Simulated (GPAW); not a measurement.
# MgO (Fm-3m) in GPAW: a series of runs

One crystal, MgO, is run at these levels: PBE; tasks: single point.

All numbers are computed with GPAW 26.7.0; they aren't measurements. Logs are shortened: lines on timing, memory, paths and dates and some standing lists are left out, and cuts for length are marked. The log counts tension as positive stress, the text compression.

**The experiment to reproduce.**

From “Electronic structure of alkaline earth and post-transition metal oxides”, 2009, arxiv:0908.1581, for a bulk crystal of MgO: band gap 7.83 eV.

The runs below are set against these values where they give the same quantity.

### 1 Starting point

It takes space group Fm-3m (No. 225, cubic). The conventional cell has a = 4.194 Å, b = 4.194 Å, c = 4.194 Å, α = 90.00°, β = 90.00°, γ = 90.00°. Mg (site symmetry m-3m) has 6 O at 2.10 Å as nearest neighbours. O (site symmetry m-3m) is surrounded by 6 Mg at 2.10 Å.

The cell is a database's computed one.

### 2 Single point, PBE

Contents of run.py:

```python
from ase import Atoms
from ase.dft.bandgap import bandgap
from ase.io import write
from ase.units import GPa
from gpaw import GPAW, PW

atoms = Atoms(['Mg', 'O'],
              cell=[[0.0, 2.0970013927, 2.0970013927],
                    [2.0970013927, 0.0, 2.0970013927],
                    [2.0970013927, 2.0970013927, 0.0]],
              scaled_positions=[[0.0, 0.0, 0.0],
                                [0.5, 0.5, 0.5]],
              pbc=True)

calc = GPAW(mode=PW(800),
            xc='PBE',
            kpts={'size': (11, 11, 11), 'gamma': True},
            occupations={'name': 'methfessel-paxton', 'order': 0, 'width': 0.016},
            nbands=16,
            convergence={'density': 1e-05, 'energy': 1e-05},
            maxiter=150,
            txt='gpaw.txt')
atoms.calc = calc
energy = atoms.get_potential_energy()
forces = atoms.get_forces()
stress = atoms.get_stress()
calc.write('gs.gpw')
write('result.traj', atoms)
print(f'Energy: {energy:.6f} eV')
print('Forces (eV/A):')
print(forces.round(4))
print('Stress (GPa):', (stress / GPa).round(3))
print('Fermi level:', round(calc.get_fermi_level(), 4), 'eV')
print(f'Gap: {bandgap(calc)[0]:.4f} eV, direct: {bandgap(calc, direct=True)[0]:.4f} eV')
```

Potentials or basis: GPAW PAW data sets (gpaw-data 1.2.1), pw.

Run with:

```sh
$ OMP_NUM_THREADS=1 python run.py
```

gpaw.txt:

```text
__  _  _
 | _ |_)|_||  |
 |__||  | ||/\| - 26.7.0

Input parameters:
  mode=PW(ecut=800.0),
  convergence={'density': 1e-05, 'energy': 1e-05},
  kpts=MonkhorstPack(size=(11, 11, 11), gamma=True),
  maxiter=150,
  nbands=16,
  occupations=Occupations(name='methfessel-paxton', order=0, width=0.016),
  xc=XC(name='PBE')

Diagonalizing LCAO Hamiltonian
Converting LCAO to pw mode

              O

       Mg

Atoms  # Å, Bohr magnetons
|   | symbol |        x |        y |        z |    initial magnetic moments |
|---|--------|----------|----------|----------|-----------------------------|
| 0 |     Mg | 0.000000 | 0.000000 | 0.000000 | ( 0.0000,  0.0000,  0.0000) |
| 1 |      O | 2.097001 | 2.097001 | 2.097001 | ( 0.0000,  0.0000,  0.0000) |

Unit cell  # Å
| periodic |        x |        y |        z |  lengths |    angles |
|----------|----------|----------|----------|----------|-----------|
|      yes | 0.000000 | 2.097001 | 2.097001 | 2.965608 | 60.000000 |
|      yes | 2.097001 | 0.000000 | 2.097001 | 2.965608 | 60.000000 |
|      yes | 2.097001 | 2.097001 | 0.000000 | 2.965608 | 60.000000 |

Number of symmetries: 48
Symmetry operations  # r_c * U_cc + t_c -> r_c
|    | kind |            matrix            |
|----|------|------------------------------|
|  0 |  σ   |  1, 0, 0,  1, 0,-1,  1,-1, 0 |
|  1 |  C2  |  1, 0, 0,  1,-1, 0,  1, 0,-1 |
|  2 |  E   |  1, 0, 0,  0, 1, 0,  0, 0, 1 |
|  3 |  σ   |  1, 0, 0,  0, 0, 1,  0, 1, 0 |
|  4 |  C4  |  1, 0,-1,  1, 0, 0,  1,-1, 0 |
|  5 |  S6  |  1, 0,-1,  1,-1, 0,  1, 0, 0 |
|  6 |  σ   |  1, 0,-1,  0, 1,-1,  0, 0,-1 |
|  7 |  C3  |  1, 0,-1,  0, 0,-1,  0, 1,-1 |
|  8 |  S6  |  1,-1, 0,  1, 0, 0,  1, 0,-1 |
|  9 |  C4  |  1,-1, 0,  1, 0,-1,  1, 0, 0 |
| 10 |  C3  |  1,-1, 0,  0,-1, 1,  0,-1, 0 |
| 11 |  σ   |  1,-1, 0,  0,-1, 0,  0,-1, 1 |
| 12 |  σ   |  0, 1, 0,  1, 0, 0,  0, 0, 1 |
| 13 |  C4  |  0, 1, 0,  0, 1,-1, -1, 1, 0 |
| 14 |  C3  |  0, 1, 0,  0, 0, 1,  1, 0, 0 |
| 15 |  S6  |  0, 1, 0, -1, 1, 0,  0, 1,-1 |
| 16 |  C2  |  0, 1,-1,  1, 0,-1,  0, 0,-1 |
| 17 |  σ   |  0, 1,-1,  0, 1, 0, -1, 1, 0 |
| 18 |  S4  |  0, 1,-1,  0, 0,-1,  1, 0,-1 |
| 19 |  C4  |  0, 1,-1, -1, 1, 0,  0, 1, 0 |
| 20 |  C3  |  0, 0, 1,  1, 0, 0,  0, 1, 0 |
| 21 |  σ   |  0, 0, 1,  0, 1, 0,  1, 0, 0 |
| 22 |  S6  |  0, 0, 1,  0,-1, 1, -1, 0, 1 |
| 23 |  C4  |  0, 0, 1, -1, 0, 1,  0,-1, 1 |
| 24 |  S4  |  0, 0,-1,  1, 0,-1,  0, 1,-1 |
| 25 |  C3  |  0, 0,-1,  0, 1,-1,  1, 0,-1 |
| 26 |  C2  |  0, 0,-1,  0,-1, 0, -1, 0, 0 |
| 27 |  S6  |  0, 0,-1, -1, 0, 0,  0,-1, 0 |
| 28 |  S4  |  0,-1, 1,  1,-1, 0,  0,-1, 0 |
| 29 |  C4  |  0,-1, 1,  0, 0, 1, -1, 0, 1 |
| 30 |  C2  |  0,-1, 1,  0,-1, 0,  1,-1, 0 |
| 31 |  σ   |  0,-1, 1, -1, 0, 1,  0, 0, 1 |
| 32 |  C3  |  0,-1, 0,  1,-1, 0,  0,-1, 1 |
| 33 |  S6  |  0,-1, 0,  0, 0,-1, -1, 0, 0 |
| 34 |  S4  |  0,-1, 0,  0,-1, 1,  1,-1, 0 |
| 35 |  C2  |  0,-1, 0, -1, 0, 0,  0, 0,-1 |
| 36 |  C2  | -1, 1, 0,  0, 1, 0,  0, 1,-1 |
| 37 |  S6  | -1, 1, 0,  0, 1,-1,  0, 1, 0 |
| 38 |  S4  | -1, 1, 0, -1, 0, 1, -1, 0, 0 |
| 39 |  C3  | -1, 1, 0, -1, 0, 0, -1, 0, 1 |
| 40 |  S6  | -1, 0, 1,  0, 0, 1,  0,-1, 1 |
| 41 |  C2  | -1, 0, 1,  0,-1, 1,  0, 0, 1 |
| 42 |  C3  | -1, 0, 1, -1, 1, 0, -1, 0, 0 |
| 43 |  S4  | -1, 0, 1, -1, 0, 0, -1, 1, 0 |
| 44 |  C2  | -1, 0, 0,  0, 0,-1,  0,-1, 0 |
| 45 |  i   | -1, 0, 0,  0,-1, 0,  0, 0,-1 |
| 46 |  σ   | -1, 0, 0, -1, 1, 0, -1, 0, 1 |
| 47 |  C2  | -1, 0, 0, -1, 0, 1, -1, 1, 0 |

BZ-sampling:
  Number of BZ points: 1331
  Number of IBZ points: 56

  Monkhorst-Pack size: [11, 11, 11]
  Monkhorst-Pack shift: [0, 0, 0]

K-points  # in reciprocal-cell coordinates
|     |                                coordinates |     weight |
|-----|--------------------------------------------|------------|
|   0 | (  0.00000000,   0.00000000,   0.00000000) | 0.00075131 |
|   1 | (  0.09090909,   0.09090909,   0.00000000) | 0.00450789 |
|   2 | (  0.09090909,   0.09090909,   0.09090909) | 0.00601052 |
|   3 | (  0.18181818,   0.09090909,   0.09090909) | 0.00901578 |
|   4 | (  0.18181818,   0.18181818,   0.00000000) | 0.00450789 |
|   5 | (  0.18181818,   0.18181818,   0.09090909) | 0.01803156 |
|   6 | (  0.18181818,   0.18181818,   0.18181818) | 0.00601052 |
|   7 | (  0.27272727,   0.18181818,   0.09090909) | 0.01803156 |
|   8 | (  0.27272727,   0.18181818,   0.18181818) | 0.01803156 |
|   9 | (  0.27272727,   0.27272727,   0.00000000) | 0.00450789 |
| ... |                                            |            |
|  55 | (  0.45454545,   0.45454545,   0.45454545) | 0.00601052 |

Plane wave coefficients: 959
Cutoff: 800.0 eV

Spin-components: 1 (collinear spins)
Bands:           16
Projectors:      10
Spin-degeneracy: 2
Datatype:        complex128

Parallelization:
  kpt:    1
  domain: 1
  band:   1

Density:
  Valence electrons: 16.0
  Components: 1
  Grid points: [20 20 20]
  Charge: 0.0  # |e|

Potential:
  Grid points: [20 20 20]

species:
  Mg:
    name:    Magnesium
    Z:       12.0
    valence: 10
    core:    2
    charge:  0.0  # [|e|]
    compensation charges:
      type: gauss
      rc: 0.33  # [Å]
      lmax: 2
    cutoffs:
      filter: 1.86  # [Å]
      core: 0.54  # [Å]
    projectors
    | kind |    occ | energy [eV] | rcut [Å] |
    |------|--------|-------------|----------|
    |   2s |  2.000 |     -79.840 |    1.090 |
    |   3s |  2.000 |      -4.705 |    1.090 |
    |   2p |  6.000 |     -46.613 |    1.085 |
    |   3p |  0.000 |      -1.330 |    1.085 |
    |    d |        |       0.000 |    1.037 |

    Using partial waves for Mg as LCAO basis

  O:
    name:    Oxygen
    Z:       8.0
    valence: 6
    core:    2
    charge:  0.0  # [|e|]
    compensation charges:
      type: gauss
      rc: 0.21  # [Å]
      lmax: 2
    cutoffs:
      filter: 1.17  # [Å]
      core: 0.83  # [Å]
    projectors
    | kind |    occ | energy [eV] | rcut [Å] |
    |------|--------|-------------|----------|
    |   2s |  2.000 |     -23.961 |    0.688 |
    |   2p |  4.000 |      -9.029 |    0.598 |
    |    s |        |       3.251 |    0.688 |
    |    p |        |      18.182 |    0.598 |
    |    d |        |       0.000 |    0.619 |

    Using partial waves for O as LCAO basis

Reference energy: -7490.497190  # eV

eigensolver:
  PPCG
  Converge bands: occupied
  niter=2

density mixing:
  MSR1-Mixer
  Pratt-step length: 0.05
  Maximum mixing coefficient: 0.75
  Old densities: 10
  SVD Regularization: 0.005
  Good broyden scale: 1.0
  Trust region scale: 1.0
  Backstep threshold: 4.0
  History deletion threshold: 6.0
  Fourier metric: weight=20.0, sigma=0.015

occupation numbers:
  Methfessel-Paxton:
    width: 0.0160  # eV
    order: 0

poisson solver:
  ecut: 6400.0  # eV

xc functional:
  name: PBE with 2 nearest neighbor stencil

convergence criteria:
- Maximum integral of absolute [dens]ity change: 1e-05 electrons / valence electron
- Maximum [total energy] change in last 3 cyles: 1e-05 eV / valence electron
- Maximum integral of absolute [eigenst]ate change: 4e-08 eV^2 / valence electron
maximum number of iterations: 150

SCF iterations
|iter     | |      energy | eigst |  dens |
|---------|-|-------------|-------|-------|
|iter:   1| |  -13.516536 | +0.17 |       |
|iter:   2| |  -13.159845 | -2.14 | -0.99 |
|iter:   3| |  -12.183760 | -1.37 | -1.04 |
|iter:   4| |  -12.189972 | -3.10 | -1.58 |
|iter:   5| |  -12.195715 | -3.07 | -1.85 |
|iter:   6| |  -12.195768 | -5.29 | -3.02 |
|iter:   7| |  -12.195785c| -6.18 | -3.40 |
|iter:   8| |  -12.195785c| -7.95c| -4.39 |
|iter:   9| |  -12.195785c| -8.21c| -5.14c|

Converged in 9 steps
Energy contributions relative to reference atoms: (reference = -7490.497190)

Energy contributions:
  Kinetic:          13.284714
  Coulomb:         -11.227278
  Zero:              0.191287
  External:          0.000000
  Xc:              -14.444509
  Entropy:           0.000000
  Spinorbit:         0.000000
  ----------------------------
  Free energy:     -12.195785
  Extrapolated:    -12.195785

dipole moment: (-6.014540, -6.014540, -6.014540)  # |e|*Ang

Fermi level: 5.689
Eigenvalues  # (at kpt = [0.000, 0.000, 0.000])
| band index |      eig [eV] | occ [0-2] |
|------------|---------------|-----------|
|          0 |       -67.346 |     2.000 |
|          1 |       -34.089 |     2.000 |
|          2 |       -34.089 |     2.000 |
|          3 |       -34.089 |     2.000 |
|          4 |       -12.274 |     2.000 |
|          5 |         5.010 |     2.000 |
[... 8 lines left out ...]
|         14 |        26.672 |     0.000 |
|         15 |        29.621 |     0.000 |

Gap: 4.895 eV
Transition (v -> c):
  (s=0, k=0, n=7, [0.00, 0.00, 0.00]) -> (s=0, k=0, n=8, [0.00, 0.00, 0.00])
No difference between direct/indirect transitions

Forces  # eV/Ang
|        x |        y |        z |
|----------|----------|----------|
|  0.00000 |  0.00000 |  0.00000 |  # Mg   0
| -0.00000 | -0.00000 | -0.00000 |  # O    1

Stress tensor  # eV/Ang^3
|         x |         y |         z |
|-----------|-----------|-----------|
| -0.043490 | -0.000000 | -0.000000 |
| -0.000000 | -0.043490 | -0.000000 |
| -0.000000 | -0.000000 | -0.043490 |

# Writing to gs.gpw (mode='')
```

It took 7.7 s on 1 thread of Intel Xeon 6975P-C (Granite Rapids), shared host; peak memory 0.15 GiB.

Results:

- Free energy: -12.1958 eV
- Pressure: 7.0 GPa
- Band gap on the k mesh: 4.89 eV, direct

### 3 Single point, PBE

Contents of run.py:

```python
from ase.dft.bandgap import bandgap
from ase.io import read, write
from ase.units import GPa
from gpaw import GPAW, PW

atoms = read('POSCAR')

calc = GPAW(mode=PW(800),
            xc='PBE',
            kpts={'size': (11, 11, 11), 'gamma': True},
            occupations={'name': 'methfessel-paxton', 'order': 0, 'width': 0.017},
            nbands=16,
            convergence={'density': 1e-05, 'energy': 1e-05},
            maxiter=150,
            txt='gpaw.txt')
atoms.calc = calc
energy = atoms.get_potential_energy()
forces = atoms.get_forces()
stress = atoms.get_stress()
calc.write('gs.gpw')
write('result.traj', atoms)
print(f'Energy: {energy:.6f} eV')
print('Forces (eV/A):')
print(forces.round(4))
print('Stress (GPa):', (stress / GPa).round(3))
print('Fermi level:', round(calc.get_fermi_level(), 4), 'eV')
print(f'Gap: {bandgap(calc)[0]:.4f} eV, direct: {bandgap(calc, direct=True)[0]:.4f} eV')
```

Contents of POSCAR:

```
MgO
1.0
    0.0000000000      2.0970013927      2.0970013927
    2.0970013927      0.0000000000      2.0970013927
    2.0970013927      2.0970013927      0.0000000000
Mg O
1 1
Direct
    0.0000000000      0.0000000000      0.0000000000
    0.5000000000      0.5000000000      0.5000000000
```

Potentials or basis: GPAW PAW data sets (gpaw-data 1.2.1), pw.

Run with:

```sh
$ OMP_NUM_THREADS=1 python run.py
```

It took 7.8 s on 1 thread of Intel Xeon 6975P-C (Granite Rapids), shared host; peak memory 0.15 GiB.

Results (log left out):

- Free energy: -12.1958 eV
- Pressure: 7.0 GPa
- Band gap on the k mesh: 4.89 eV, direct

Levels at points of the mesh, in eV from the valence-band top:
| k point | band 4 | band 5 | band 6 | band 7 | band 8 | band 9 | band 10 | band 11 | band 12 |
| --- | --- | --- | --- | --- | --- | --- | --- | --- | --- |
| (0.00, 0.00, 0.00) | -39.10 | -17.28 | 0.00 | 0.00 | 0.00 | 4.89 | 15.90 | 15.90 | 15.90 |

(Continued in part 2 of 2.)
